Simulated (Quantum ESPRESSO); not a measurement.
**Sb under changes of volume**

One of the cells (30.206 Å³/atom); the others are scaled copies at fixed shape and fractional positions:

```
Sb
1.0
     2.15420    1.24373    3.75800
    -2.15420    1.24373    3.75800
     0.00000   -2.48746    3.75800
Sb
2
Cartesian
  0.0000 0.0000 8.6416
  0.0000 0.0000 2.6324
```

- Program: Quantum ESPRESSO 7.5
- Functional: r2SCAN
- Potentials or basis: SG15 PBE 1.2
- Cutoff: 952 eV
- Density cutoff: 3810 eV
- k mesh: 4 × 4 × 4
- Occupations: fermi-dirac, width 0.05 eV
- Spin: no spin polarisation

| volume (Å³/atom) | energy over the lowest point (meV/atom) | pressure (GPa) | gap on the mesh (eV) | largest force (eV/Å) |
| --- | --- | --- | --- | --- |
| 28.393 | 25.31 | 4.5 | 0.27 | 0.050 |
| 28.998 | ? | ? | ? | ? |
| 29.602 | 3.21 | 1.5 | 0.26 | 0.274 |
| 30.206 | 0.00 | 0.2 | 0.25 | 0.376 |
| 30.810 | 1.29 | -0.9 | 0.24 | 0.471 |
| 31.414 | 6.59 | -1.9 | 0.24 | 0.561 |
| 32.018 | 15.46 | -2.8 | 0.23 | 0.646 |

Problem. What does the run at 28.998 Å³/atom give?

Solution. Energy over the lowest point 11.44 meV/atom; pressure 2.9 GPa; gap on the mesh 0.28 eV; largest force 0.166 eV/Å.

Worked out: A Birch-Murnaghan fit of order 3 (a polynomial in V^(-2/3)) to the other rows has its minimum at 30.33 Å³/atom with B0 = V·E''(V) = 58 GPa and B' = 4.7 at fixed shape and positions, which overstates the stiffness. It gives 11.43 meV/atom at 28.998 Å³/atom, against the run's 11.44, and -dE/dV = 2.9 GPa, against 2.9. A straight line through the other rows of the gap, of slope -0.335 eV per unit of ln V, gives 0.26 eV, against the run's 0.28.

Energies are extrapolated to zero smearing.

Caveats: all runs use coarse meshes; the potentials were made for another functional, which shifts forces and pressure; spin-orbit coupling is left out, which moves the levels of the heavy elements.

A mesh can miss the band edges.
